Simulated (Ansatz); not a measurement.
La:

```
La
1.0
     3.75000    0.00000    0.00000
    -1.87500    3.24760    0.00000
     0.00000    0.00000    6.07000
La
2
Cartesian
  1.8750 1.0825 4.5525
  0.0000 2.1651 1.5175
```

This isn't the form of La at room conditions, which is double hcp.

Base run:

```yaml
Program: Ansatz 0.2.0
Functional: PBE
Potentials_or_basis: Ansatz PAW
Cutoff: 420 eV
Density_cutoff: 1680 eV
k_mesh: 8 × 8 × 5
Occupations: gaussian, width 0.05 eV
Spin: no spin polarisation
```

Its results: band gap on the k mesh none (metal or under the smearing width); pressure 0.7 GPa.

Question: The run is repeated on the same cell with these changes: functional from PBE to LDA. What comes out?

Answer: Band gap on the k mesh none (metal or under the smearing width); pressure -2.8 GPa.

LDA binds more tightly than PBE, so the same cell stands under less pressure.

Caveats: the PAW data sets come from PBE, with cores solved anew for the run's functional, which leaves a small shift of forces and pressure (some runs).

Not every run made on this cell is shown here.
